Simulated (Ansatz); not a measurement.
# Structural relaxation of generalised stacking fault on (111) (glide set) of a GaP-AlP solid solution (72 atoms)

Aim: bring generalised stacking fault on (111) (glide set) of a GaP-AlP solid solution (72 atoms) to a nearby minimum of the energy and see what moves.

Method: Kohn-Sham DFT, PBE, PAW (set soft_2), plane waves, in Ansatz 0.2.0.

## Step 1: Starting point

The cell holds 72 atoms: 18 Al, 36 P and 18 Ga. Cell: a = 6.683 Å, b = 11.576 Å, c = 19.111 Å, α = 90.0°, β = 88.3°, γ = 90.0°. It derives from GaP and AlP. Zinc-blende GaP lattice (a = 5.4569 Å, the value set for the mixture), cell with z along [111], 1 x 3 x 2 periods; the third cell vector is tilted by 0.083 of 1/2[11-2] and lengthened by 0.2 Å, so the cell holds one fault (glide set); displaced by a Gaussian of 0.01 Å; 18 of 36 Ga sites given to Al at random (lattice constant by Vegard's rule between GaP and AlP).

Before any run, some limits are plain. Atoms were free to move along the slip, so the relaxation can undo part or all of it. The host structure and its lattice constant were typed by rule, without a check against the phase diagram.

## Step 2: Single point at the start

A single point comes first, to see the forces before anything moves.

File input.yaml:

```yaml
crystal:
  lattice:
    - [6.68331, 0.0, 0.0]
    - [0.0, 11.57583, 0.0]
    - [0.55692, 0.0, 19.10326]
  atoms:
    - { symbol: Al, position: [0.4981, 0.16469, 0.0197] }
    - { symbol: P, position: [0.49127, 0.16679, 0.14378] }
    - { symbol: Ga, position: [0.81649, 0.16707, 0.18567] }
    - { symbol: P, position: [0.81024, 0.16841, 0.30947] }
    - { symbol: Ga, position: [0.99928, 0.00086, 0.0202] }
    - { symbol: P, position: [0.984, 0.99994, 0.14529] }
    - { symbol: Al, position: [0.31877, 0.00026, 0.18533] }
    - { symbol: P, position: [0.30674, 0.99992, 0.30897] }
    - { symbol: Ga, position: [0.63588, 0.00057, 0.35109] }
    - { symbol: P, position: [0.62711, 0.99819, 0.47508] }
    - { symbol: Al, position: [0.4975, 0.50025, 0.01993] }
    - { symbol: P, position: [0.48782, 0.50019, 0.14412] }
    - { symbol: Ga, position: [0.81607, 0.49929, 0.18554] }
    - { symbol: P, position: [0.80763, 0.49907, 0.30821] }
    - { symbol: Al, position: [0.99958, 0.33292, 0.0212] }
    - { symbol: P, position: [0.98661, 0.3325, 0.14419] }
    - { symbol: Ga, position: [0.31751, 0.33346, 0.18511] }
    - { symbol: P, position: [0.30819, 0.33304, 0.30974] }
    - { symbol: Al, position: [0.63731, 0.33354, 0.34983] }
    - { symbol: P, position: [0.63003, 0.33383, 0.47335] }
    - { symbol: Ga, position: [0.1383, 0.16518, 0.34972] }
    - { symbol: P, position: [0.12727, 0.16589, 0.47316] }
    - { symbol: Ga, position: [0.4548, 0.16698, 0.51505] }
    - { symbol: P, position: [0.44572, 0.16713, 0.63881] }
    - { symbol: Al, position: [0.77826, 0.16577, 0.67972] }
    - { symbol: P, position: [0.76451, 0.16812, 0.80432] }
    - { symbol: Ga, position: [0.95707, 0.99898, 0.51551] }
    - { symbol: P, position: [0.94539, 0.00038, 0.63795] }
    - { symbol: Al, position: [0.27711, 0.99979, 0.68001] }
    - { symbol: P, position: [0.26632, 0.99964, 0.80309] }
    - { symbol: Ga, position: [0.5975, 0.00029, 0.84556] }
    - { symbol: P, position: [0.58644, 0.99913, 0.9693] }
    - { symbol: Ga, position: [0.49809, 0.83227, 0.02075] }
    - { symbol: P, position: [0.48784, 0.83227, 0.14452] }
    - { symbol: Al, position: [0.8191, 0.834, 0.18553] }
    - { symbol: P, position: [0.80681, 0.83366, 0.3098] }
    - { symbol: Ga, position: [0.9983, 0.66708, 0.0211] }
    - { symbol: P, position: [0.98841, 0.66769, 0.14438] }
    - { symbol: Al, position: [0.31534, 0.66656, 0.18487] }
    - { symbol: P, position: [0.30851, 0.66552, 0.30996] }
    - { symbol: Al, position: [0.64173, 0.66677, 0.35088] }
    - { symbol: P, position: [0.6275, 0.66695, 0.47434] }
    - { symbol: Ga, position: [0.13913, 0.4993, 0.34953] }
    - { symbol: P, position: [0.12757, 0.49988, 0.47545] }
    - { symbol: Al, position: [0.45586, 0.49997, 0.51595] }
    - { symbol: P, position: [0.44674, 0.50024, 0.63909] }
    - { symbol: Al, position: [0.77615, 0.49908, 0.68094] }
    - { symbol: P, position: [0.76547, 0.50033, 0.80384] }
    - { symbol: Al, position: [0.95702, 0.33394, 0.51502] }
    - { symbol: P, position: [0.94763, 0.3328, 0.63998] }
    - { symbol: Al, position: [0.277, 0.33503, 0.67968] }
    - { symbol: P, position: [0.2679, 0.33295, 0.80581] }
    - { symbol: Ga, position: [0.59525, 0.3315, 0.84581] }
    - { symbol: P, position: [0.58895, 0.33201, 0.96894] }
    - { symbol: Al, position: [0.09475, 0.16751, 0.84539] }
    - { symbol: P, position: [0.08513, 0.16751, 0.96848] }
    - { symbol: Al, position: [0.1344, 0.83139, 0.35079] }
    - { symbol: P, position: [0.12686, 0.83433, 0.47359] }
    - { symbol: Al, position: [0.45487, 0.83207, 0.51549] }
    - { symbol: P, position: [0.44514, 0.83381, 0.63928] }
    - { symbol: Ga, position: [0.77473, 0.83262, 0.68084] }
    - { symbol: P, position: [0.76435, 0.83534, 0.80375] }
    - { symbol: Ga, position: [0.95425, 0.66741, 0.51579] }
    - { symbol: P, position: [0.94752, 0.66631, 0.6391] }
    - { symbol: Ga, position: [0.27823, 0.66597, 0.67865] }
    - { symbol: P, position: [0.26436, 0.66618, 0.8038] }
    - { symbol: Ga, position: [0.59704, 0.66634, 0.84504] }
    - { symbol: P, position: [0.58682, 0.66693, 0.96825] }
    - { symbol: Ga, position: [0.09749, 0.50025, 0.84606] }
    - { symbol: P, position: [0.08499, 0.49922, 0.97104] }
    - { symbol: Al, position: [0.09915, 0.83486, 0.84413] }
    - { symbol: P, position: [0.08552, 0.83301, 0.96964] }
kpoints:
  mp_grid: { grid: [2, 1, 1] }
hamiltonian:
  xc: pbe
scf:
  occupations: { method: gaussian, width: 0.05 }
output:
  forces: true
```

Command:

```
$ ansatz run input.yaml --threads 4 --pin off --max-ram 15872MiB --backend cpu --events-out ev --progress --plain --runs-dir out
```

Numbers of over 12 decimals in the logs are rounded to 6 here.

Log:

```text
Engine: ansatz 0.2.0, aarch64-unknown-linux-gnu
Pseudopotentials: kind: paw
Pseudopotential: Al, paw, valence charge 3, recommended cutoff 420 eV (normal), Al.paw.azcp
Pseudopotential: P, paw, valence charge 5, recommended cutoff 420 eV (normal), P.paw.azcp
Pseudopotential: Ga, paw, valence charge 13, recommended cutoff 420 eV (normal), Ga.paw.azcp
[... 5 lines on functional and potentials left out ...]
Crystal: 72 atoms, lattice volume = 1477.921 Å³
Basis set: ecut = 420 eV, 28917 PW (Γ), exchange–correlation on 90×160×256 points (8 copies of the dense FFT grid, shifted against one another)
Bands: 306, of which v1, the nominal top of the filled ones, is band 234 counted from 1 (233 counted from 0)
Symmetry: 1 space group operations
Space group: P1 (ITA 1), of the structure as read, at distance tolerance 1.1e-4 Å
k-points: 2
[... 7 lines on functional and potentials left out ...]
Initial density: superposition of atomic densities (neutral atoms: chi_scale 0, normalization atom), corrected by the library's trained network
Initial wavefunctions: pseudopotential atomic-orbital guess
Functional: x = pbe(κ = 0.804, μ = 0.219515), c = pbe(β = 0.066725)
SCF iter   1: F=—  HF=-105004.550736 eV  |F-HF|=—  |Δ(HF+E_count)|=         —  Δρ=2.08e-3  dr2=1.97e-1  ethr=1.77e-3  ⟨swp⟩=8.5  Hψ=2973  notcnv=0  defer=26
preconditioner: auto → Resta (q_TF=auto, 2.252 Å⁻¹)  ε∞=4.0  [insulator: Δε(μ)=0.632 eV  Ē_g=12.094 eV  σ=0.050 eV  W_gap=1.00  n_scr=288 (ndim 8)  ℏωp=20.9 eV  f_vac=0.000  D(μ)=0.00/eV (n_scr^D=0)  ε∞_Penn≈4.0]
SCF iter   2: F=—  HF=-105004.491497 eV  |F-HF|=—  |Δ(HF+E_count)|=   5.92e-2  Δρ=1.23e-3  dr2=2.39e-2  ethr=4.21e-5  ⟨swp⟩=2.0  Hψ=1184  notcnv=0  defer=94
SCF iter   3: F=—  HF=-105004.488881 eV  |F-HF|=—  |Δ(HF+E_count)|=   2.62e-3  Δρ=6.14e-4  dr2=6.01e-3  ethr=5.11e-6  ⟨swp⟩=2.0  Hψ=956  notcnv=0  defer=31
automatic band count: iteration 3 solves 271 bands in place of 306: the levels show a gap, and the empty bands left out lie too high to hold charge; the band table lists the bands solved (type scf.n_extra_bands for more)
SCF iter   4: F=—  HF=-105004.489090 eV  |F-HF|=—  |Δ(HF+E_count)|=   2.09e-4  Δρ=2.00e-4  dr2=6.75e-4  ethr=1.29e-6  ⟨swp⟩=2.0  Hψ=956  notcnv=0  defer=31
SCF iter   5: F=—  HF=-105004.488937 eV  |F-HF|=—  |Δ(HF+E_count)|=   1.53e-4  Δρ=7.08e-5  dr2=8.71e-5  ethr=1.44e-7  ⟨swp⟩=2.0  Hψ=956  notcnv=0  defer=31
SCF iter   6: F=—  HF=-105004.488301 eV  |F-HF|=—  |Δ(HF+E_count)|=   6.35e-4  Δρ=2.03e-5  dr2=1.34e-5  ethr=1.86e-8  ⟨swp⟩=2.0  Hψ=956  notcnv=0  defer=31
SCF iter   7: F=—  HF=-105004.488305 eV  |F-HF|=—  |Δ(HF+E_count)|=   3.64e-6  Δρ=6.87e-6  dr2=1.35e-6  ethr=2.87e-9  ⟨swp⟩=2.5  Hψ=980  notcnv=0  defer=34
SCF iter   8: F=—  HF=-105004.488306 eV  |F-HF|=—  |Δ(HF+E_count)|=   6.15e-7  Δρ=2.57e-6  dr2=1.36e-7  ethr=2.89e-10  ⟨swp⟩=3.0  Hψ=977  notcnv=0  defer=34
SCF iter   9: F=-105004.488306 eV  HF=-105004.488306 eV  |F-HF|=3.73e-8  |Δ(HF+E_count)|=   9.86e-8  Δρ=1.25e-6  dr2=2.55e-8  ethr=2.14e-11  ⟨swp⟩=4.0  Hψ=1827  notcnv=0
SCF 1 converged in 9 iterations: F = -105004.488306 eV  dr2 = 2.55e-8
  greatest PAW one-centre occupation: 0.995 electrons in one spin orbital (limit 2), on the Ga atom at site 4 (counted from 0), in its partial waves of l = 2
SCF converged after 9 iterations
Free energy (F): -105004.488306 eV
Harris-Foulkes:  -105004.488306 eV  (|F-HF|=3.73e-8)
Internal energy: -105004.488306 eV  (E = F + TS)
E sigma→0 (E₀):  -105004.488306 eV
Fermi energy:    7.251751 eV
--- Per-component energies (eV) ---
  E_band       = -1160.128968
  E_kinetic    = 5047.507331
  E_local      = -48289.331281  (includes V_loc(G=0)·N_el)
  E_nonlocal   = 9066.733595
  E_hartree    = 22265.282717
  E_xc         = -4180.007277
  E_vxc        = -3761.114535  (∫ρ·V_xc dr)
  E_paw        = -64720.088071  (= ΣΔE_a)
  E_vpaw       = -7754.490906  (= ΣTr[D̂ρ^β])
  E_aug_tail   = -0.001917  (compensation charges beyond the density's cutoff)
  E_ewald      = -24194.583403
  E_smearing   = -0.000000  (= −TS)
  E_closure    = 0.000000  (closes the sum)
  Σ components = -105004.488306   (vs F -105004.488306, Δ=0.00e0)
--- Forces (eV/Å), atoms counted from 1 ---
  atom   1  Al    -1.49167242     0.29507221     0.14703025
  atom   2  P     -0.39395485    -0.03479435    -0.17405866
  atom   3  Ga     0.13060708    -0.05351908     0.16862411
  atom   4  P     -0.26545821    -0.26089769    -0.08192407
  atom   5  Ga    -1.34161745    -0.08497648     0.29286999
  atom   6  P      0.27777193     0.14168828    -0.37050009
  atom   7  Al    -0.05837514     0.00993256    -0.06187897
  atom   8  P      0.00696952    -0.26008543    -0.08271990
  atom   9  Ga     0.06777867     0.13537246     0.08061140
  atom  10  P     -0.09170900     0.20523891    -0.12203847
  atom  11  Al    -1.48959719    -0.15906636    -0.00565031
  atom  12  P     -0.14862453     0.03162384    -0.23803392
  atom  13  Ga     0.14444283     0.11400312    -0.11131850
  atom  14  P      0.02221260     0.14814899     0.19466609
[...]
atom  71  Al    -0.28139401    -0.19917861     0.39528466
  atom  72  P      1.52249771     0.12542881    -0.45590099
  max |Σ_I F_I| component: 3.12e-5 eV/Å
```

The job ended after 24 s (4 threads of Arm Neoverse V1, shared host; peak memory 4.5 GiB; 95 s of CPU time).

In the SCF lines HF is the Harris–Foulkes energy and dr2 the Hartree energy of the density residual, in eV; the loop may stop once dr2 is under the threshold and the program's other checks hold. Hψ counts applications of the Hamiltonian.

Read from the output:

```
free energy            : -105004.4883 eV
free energy per atom   : -1458.3957 eV/atom
SCF cycles             : 9
r.m.s. force component : 0.3853 eV/Å
longest force          : 1.774 eV/Å
Fermi energy           : 7.252 eV
```

The r.m.s. force component of 0.39 eV/Å sets the starting point.

Neighbours are counted within 2.68 Å (P-Al), 2.73 Å (P-Ga).

Length of the force by element and coordination:

| element | coordination | atoms | mean length of the force (eV/Å) | spread | least | most |
| --- | --- | --- | --- | --- | --- | --- |
| Al | all | 18 | 0.465 | 0.499 | 0.0856 | 1.63 |
| Al | 3 | 3 | 1.55 | 0.0583 | 1.50 | 1.63 |
| Al | 4 | 15 | 0.248 | 0.118 | 0.0856 | 0.524 |
| Ga | all | 18 | 0.426 | 0.415 | 0.132 | 1.38 |
| Ga | 3 | 3 | 1.33 | 0.0339 | 1.29 | 1.38 |
| Ga | 4 | 15 | 0.244 | 0.0925 | 0.132 | 0.448 |
| P | all | 36 | 0.496 | 0.485 | 0.105 | 1.77 |
| P | 3 | 6 | 1.56 | 0.127 | 1.40 | 1.77 |
| P | 4 | 30 | 0.284 | 0.0983 | 0.105 | 0.488 |

## Step 3: Relaxation

With the cell held, the atoms are moved downhill towards a nearby minimum.

input.yaml, as its differences from that of step 2:

```diff
@@ -15 +15,4 @@
   forces: true
+relax:
+  f_tol: 0.05
+  max_steps: 120
```

Log:

```text
[...]
Crystal: 72 atoms, lattice volume = 1477.921 Å³
Basis set: ecut = 420 eV, 28917 PW (Γ), exchange–correlation on 90×160×256 points (8 copies of the dense FFT grid, shifted against one another)
Bands: 306, of which v1, the nominal top of the filled ones, is band 234 counted from 1 (233 counted from 0)
Symmetry: 1 space group operations
[...]
k-points: 2
[...]
SCF iter   1: F=—  HF=-105004.550736 eV  |F-HF|=—  |Δ(HF+E_count)|=         —  Δρ=2.08e-3  dr2=1.97e-1  ethr=1.77e-3  ⟨swp⟩=8.5  Hψ=2973  notcnv=0  defer=26
[...]
SCF iter   6: F=-105004.488298 eV  HF=-105004.488301 eV  |F-HF|=2.84e-6  |Δ(HF+E_count)|=   3.09e-5  Δρ=1.98e-5  dr2=1.16e-5  ethr=1.34e-8  ⟨swp⟩=4.0  Hψ=1716  notcnv=0
SCF 1 converged in 6 iterations: F = -105004.488298 eV  dr2 = 1.16e-5
[...]
relax step   1: F+E_penalty+E_count = -105004.48829822 eV  Δ(F+E_penalty+E_count) = +0.000e0 eV  max|allowed force component| = 1.711e0 eV/Å  Δτ_max = 0.0000 Å  (6 SCF iters, dr2 threshold 6.25e-5 eV, accepted)
[...]
relax step   2: F+E_penalty+E_count = -105007.39553086 eV  Δ(F+E_penalty+E_count) = -2.907e0 eV  max|allowed force component| = 1.440e0 eV/Å  Δτ_max = 0.1948 Å  (6 SCF iters, dr2 threshold 1.00e-4 eV, accepted)
[...]
relax step   3: F+E_penalty+E_count = -105008.78837800 eV  Δ(F+E_penalty+E_count) = -1.393e0 eV  max|allowed force component| = 7.774e-2 eV/Å  Δτ_max = 0.1667 Å  (6 SCF iters, dr2 threshold 1.00e-4 eV, accepted)
[...]
relax step   4: F+E_penalty+E_count = -105008.80417065 eV  Δ(F+E_penalty+E_count) = -1.579e-2 eV  max|allowed force component| = 1.304e-2 eV/Å  Δτ_max = 0.0353 Å  (8 SCF iters, accepted)
SCF converged after 8 iterations
Free energy (F): -105008.804171 eV
[...]
Internal energy: -105008.804171 eV  (E = F + TS)
E sigma→0 (E₀):  -105008.804171 eV
Fermi energy:    6.723993 eV
[...]
--- Forces (eV/Å), atoms counted from 1 ---
  atom   1  Al     0.00469874     0.00201339    -0.00372540
  atom   2  P      0.00125190    -0.00210207     0.00322006
  atom   3  Ga    -0.00027005    -0.00209751     0.00259484
  atom   4  P     -0.00302421     0.00348721     0.00165717
  atom   5  Ga    -0.00580742     0.00202944     0.00003907
  atom   6  P      0.00174051    -0.00249079     0.00674700
  atom   7  Al    -0.01105923     0.00340978     0.00314914
  atom   8  P     -0.00154360    -0.00118990    -0.00045755
  atom   9  Ga    -0.00245700    -0.00076687     0.00514003
  atom  10  P      0.00002188     0.00080936    -0.00275953
  atom  11  Al     0.00525704    -0.00240703    -0.00215180
  atom  12  P     -0.00269176     0.00285209     0.00655998
  atom  13  Ga    -0.00131535     0.00208666     0.00076070
  atom  14  P      0.00795554    -0.00343543    -0.00082400
[...]
atom  71  Al     0.00252743     0.00054458    -0.00409477
  atom  72  P      0.01166670    -0.00164001    -0.00957839
  max |Σ_I F_I| component: 4.58e-5 eV/Å
--- Relaxed structure (4 steps of the walk, 4 accepted, 0 SCFs on fresh bases) ---
  F+E_penalty+E_count = -105008.80417065 eV   max|allowed force component| = 1.304e-2 eV/Å
  atoms:
    - { symbol: Al, position: [0.457690, 0.166826, 0.015854] }
    - { symbol: P, position: [0.460320, 0.166693, 0.140140] }
    - { symbol: Ga, position: [0.791494, 0.166662, 0.182601] }
    - { symbol: P, position: [0.792897, 0.166549, 0.307080] }
[...]
- { symbol: P, position: [0.126759, 0.833199, 0.973502] }
```

Elapsed: 83 s, on 4 threads; peak memory 4.5 GiB; 5.4 min of CPU time.

The steps of the relaxation:

| step | energy less that of the first step (eV) | largest force component (eV/Å) |
| --- | --- | --- |
| 1 | 0.0000 | 1.7113 |
| 2 | -2.9072 | 1.4397 |
| 3 | -4.3001 | 0.0777 |
| 4 | -4.3159 | 0.0130 |

The atoms that moved most (Å):

| atom | dx | dy | dz | length |
| --- | --- | --- | --- | --- |
| Al15 | -0.281 | 0.002 | -0.108 | 0.301 |
| P56 | 0.284 | -0.010 | 0.093 | 0.300 |
| Ga5 | -0.281 | -0.011 | -0.082 | 0.293 |
| Ga37 | -0.276 | -0.005 | -0.097 | 0.292 |
| Ga33 | -0.274 | 0.010 | -0.087 | 0.288 |
| P72 | 0.278 | 0.002 | 0.074 | 0.287 |
| P70 | 0.281 | 0.008 | 0.053 | 0.286 |
| P68 | 0.265 | -0.006 | 0.108 | 0.286 |

The relaxation changed the energy by -59.9 meV/atom, and atoms moved by 0.17 Å r.m.s., 0.30 Å at most.

## Step 4: Structure statistics after relaxation

Bonds before and after, by the cutoffs listed below:

| pair | bonds before | bonds after | mean before (Å) | mean after (Å) | spread before (Å) | spread after (Å) |
| --- | --- | --- | --- | --- | --- | --- |
| P-Al | 69 | 72 | 2.352 | 2.369 | 0.040 | 0.007 |
| P-Ga | 69 | 72 | 2.352 | 2.374 | 0.040 | 0.006 |

Density 3.21 g/cm³, 20.53 Å³ an atom.

Pair distribution functions g(r), in bins of 0.2 Å:

| r (Å) | total | P-P | P-Al | P-Ga | Al-Al | Al-Ga | Ga-Ga |
| --- | --- | --- | --- | --- | --- | --- | --- |
| 2.30 | 5.80 | 0.00 | 11.60 | 11.60 | 0.00 | 0.00 | 0.00 |
| 2.50 | 0.00 | 0.00 | 0.00 | 0.00 | 0.00 | 0.00 | 0.00 |
| 2.70 | 0.00 | 0.00 | 0.00 | 0.00 | 0.00 | 0.00 | 0.00 |
| 2.90 | 0.00 | 0.00 | 0.00 | 0.00 | 0.00 | 0.00 | 0.00 |
| 3.10 | 0.00 | 0.00 | 0.00 | 0.00 | 0.00 | 0.00 | 0.00 |
| 3.30 | 0.00 | 0.00 | 0.00 | 0.00 | 0.00 | 0.00 | 0.00 |
| 3.50 | 0.00 | 0.00 | 0.00 | 0.00 | 0.00 | 0.00 | 0.00 |
| 3.70 | 0.00 | 0.00 | 0.00 | 0.00 | 0.00 | 0.00 | 0.00 |
| 3.90 | 6.51 | 13.02 | 0.00 | 0.00 | 11.79 | 14.21 | 11.79 |
| 4.10 | 0.00 | 0.00 | 0.00 | 0.00 | 0.00 | 0.00 | 0.00 |
| 4.30 | 0.00 | 0.00 | 0.00 | 0.00 | 0.00 | 0.00 | 0.00 |
| 4.50 | 4.54 | 0.00 | 9.28 | 8.88 | 0.00 | 0.00 | 0.00 |
| 4.70 | 0.22 | 0.00 | 0.25 | 0.64 | 0.00 | 0.00 | 0.00 |
| 4.90 | 0.00 | 0.00 | 0.00 | 0.00 | 0.00 | 0.00 | 0.00 |
| 5.10 | 0.00 | 0.00 | 0.00 | 0.00 | 0.00 | 0.00 | 0.00 |
| 5.30 | 0.25 | 0.51 | 0.00 | 0.00 | 0.13 | 0.76 | 0.38 |
| 5.50 | 1.38 | 2.75 | 0.00 | 0.00 | 3.12 | 2.51 | 2.88 |
| 5.70 | 0.00 | 0.00 | 0.00 | 0.00 | 0.00 | 0.00 | 0.00 |
| 5.90 | 2.31 | 0.00 | 4.62 | 4.62 | 0.00 | 0.00 | 0.00 |
| 6.10 | 0.44 | 0.00 | 0.89 | 0.89 | 0.00 | 0.00 | 0.00 |
| 6.30 | 0.00 | 0.00 | 0.00 | 0.00 | 0.00 | 0.00 | 0.00 |
| 6.50 | 0.00 | 0.00 | 0.00 | 0.00 | 0.00 | 0.00 | 0.00 |
| 6.70 | 4.37 | 8.73 | 0.00 | 0.00 | 9.07 | 8.41 | 9.07 |
| 6.90 | 0.00 | 0.00 | 0.00 | 0.02 | 0.00 | 0.00 | 0.00 |
| 7.10 | 2.58 | 0.00 | 5.17 | 5.15 | 0.00 | 0.00 | 0.00 |
| 7.30 | 0.00 | 0.00 | 0.00 | 0.00 | 0.00 | 0.00 | 0.00 |
| 7.50 | 0.00 | 0.00 | 0.00 | 0.00 | 0.00 | 0.00 | 0.00 |
| 7.70 | 1.37 | 2.73 | 0.00 | 0.00 | 2.37 | 3.10 | 2.37 |

Bonds by pair of elements; cutoffs follow the first minimum of g(r), held within bounds set by covalent radii, and pairs that aren't listed don't count as bonded:

| pair A-B | cutoff (Å) | bonds | mean length (Å) | spread (Å) | shortest (Å) | B about A | A about B |
| --- | --- | --- | --- | --- | --- | --- | --- |
| P-Al | 2.77 | 72 | 2.37 | 0.007 | 2.36 | 2 | 4 |
| P-Ga | 2.77 | 72 | 2.37 | 0.006 | 2.36 | 2 | 4 |

How many atoms have how many bonded neighbours:

| element | mean | 4 |
| --- | --- | --- |
| Al | 4 | 18 |
| Ga | 4 | 18 |
| P | 4 | 36 |

Bond angles (no mean is given where the spread exceeds 20°):

| angle | count | mean (°) | spread (°) |
| --- | --- | --- | --- |
| Al-P-Ga | 118 | 110 | 1.1 |
| P-Al-P | 108 | 110 | 1.1 |
| P-Ga-P | 108 | 110 | 1.1 |
| Al-P-Al | 49 | 110 | 1.1 |
| Ga-P-Ga | 49 | 109 | 1 |

Rings of the network by King's shortest-path rule, up to 12 atoms, one path for each pair of neighbours; H, halogens, alkali and alkaline-earth atoms are left out, and the last column divides by all other atoms, bonded or not:

| ring size (atoms) | rings | per network atom |
| --- | --- | --- |
| 6 | 142 | 1.97 |

With the cutoffs above, all Al atoms have 4, all Ga atoms have 4 and all P atoms have 4 bonded neighbours. The Al-P-Ga angle averages 110° with a spread of 1.1°. All rings counted have 6 atoms.

(Part 1 of 2 ends here.)

[Logs are printed without paths, hosts, clocks, repeated set-up lines and the standing remarks that a program may print on its own settings, such as how far it seeks lower states.]

[Hosts, paths, dates, database ids (printed as entryN), source tags and the programs' standing remarks are cut or masked in the printed files.]
